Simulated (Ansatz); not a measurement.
ZnS (CsCl type), DFT, PBE, PAW with Ansatz's default frozen-core files, scalar-relativistic (Ansatz 0.2.0), on 1 thread of Intel(R) Xeon(R) Platinum 8488C (Sapphire Rapids) (shared host).

Command: `ansatz run input.yaml --threads 1 --pin off --max-ram 3584MiB --backend cpu --events-out ev --progress --plain --runs-dir out`

```yaml
crystal:
  lattice:
    - [2.7160238344, 0.0, 0.0]
    - [0.0, 2.7160238344, 0.0]
    - [0.0, 0.0, 2.7160238344]
  atoms:
    - { symbol: Zn, position: [0.0, 0.0, 0.0] }
    - { symbol: S, position: [0.5, 0.5, 0.5] }
kpoints:
  mp_grid: { grid: [16, 16, 16] }
scf:
  occupations: { method: fermi_dirac, width: 0.08 }
hamiltonian:
  xc: pbe
  pseudopotentials: { kind: paw }
output:
  forces: true
  stress: true
  eigenvalues: true
relax:
  f_tol: 0.005
  max_steps: 40
  cell: { p_target: 120.0, stress_tol: 0.06 }
```

Q: How large is the problem that the program sets up?

A: 165 irreducible k-points, 389 plane waves at Γ, 13 bands.

Q: About how long does it take?

A: 8.9 s of wall time for 21 SCF iterations over 3 geometries. Times on shared machines scatter by tens of per cent.
